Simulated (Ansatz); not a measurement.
# Ge: the cost of one run

Method: DFT r2SCAN, scalar-relativistic, plane waves, PAW, in Ansatz 0.2.0.

## Step 1: The system as given

It takes space group Imma (No. 74, orthorhombic). Conventional cell: a = 4.992 Å, b = 5.302 Å, c = 2.874 Å, α = 90.00°, β = 90.00°, γ = 90.00°. Ge (site symmetry mm2) is surrounded by 6 Ge at 2.68 to 2.87 Å.

Structure file:

```cif
data_structure
_symmetry_space_group_name_H-M 'Imma'
_symmetry_Int_Tables_number 74
_cell_length_a 4.9918
_cell_length_b 5.3017
_cell_length_c 2.8739
_cell_angle_alpha 90.000
_cell_angle_beta 90.000
_cell_angle_gamma 90.000
_cell_volume 76.06
loop_
_atom_site_label
_atom_site_type_symbol
_atom_site_symmetry_multiplicity
_atom_site_Wyckoff_symbol
_atom_site_fract_x
_atom_site_fract_y
_atom_site_fract_z
_atom_site_occupancy
Ge1 Ge 4 e 0.00000 0.75000 0.93594 1
```

It goes back to an entry of the Materials Project, which need not be the stable form.

The cell is taken as given, not relaxed at this level.

## Step 2: Zero of energy

Reference values: F = -8605.0641 eV; pressure -1.39 GPa; largest force 0.083 eV/Å; gap on the mesh none (metal). It was computed beforehand with the settings of the runs below.

## Step 3: Setting up a strain scan

The cell is strained by ε times the Voigt pattern (0, 0, 0, 1, 0, 0) (xx, yy, zz, yz, xz, xy; engineering shear), with fractional coordinates fixed (clamped ions). The stress on the pattern is the sum of the stress components weighted by it, tension positive.

## Step 4: ε = -0.1500

Contents of input.yaml:

```yaml
crystal:
  lattice:
    - [-2.495898, 2.543091975, 1.238132275]
    - [2.495898, -2.758634025, 1.635761725]
    - [2.495898, 2.758634025, -1.635761725]
  atoms:
    - { symbol: Ge, position: [0.185943, 0.935943, 0.25] }
    - { symbol: Ge, position: [0.814057, 0.064057, 0.75] }
basis:
  ecutwfc: 500
kpoints:
  mp_grid: { grid: [20, 20, 20] }
hamiltonian:
  xc: r2scan
scf:
  occupations: { method: gaussian, width: 0.15 }
output:
  forces: true
  stress: true
  eigenvalues: true
```

Started as:

```sh
$ ansatz run input.yaml --threads 1 --pin off --max-ram 2560MiB --backend cpu --events-out ev --progress --plain --runs-dir out
```

**Question.** How long does this run take on 1 thread of Intel Xeon at 2.50GHz (Skylake/Cascade Lake), shared host, and how much memory does it need?

About 4.6 min, with a peak of 1.7 GiB.
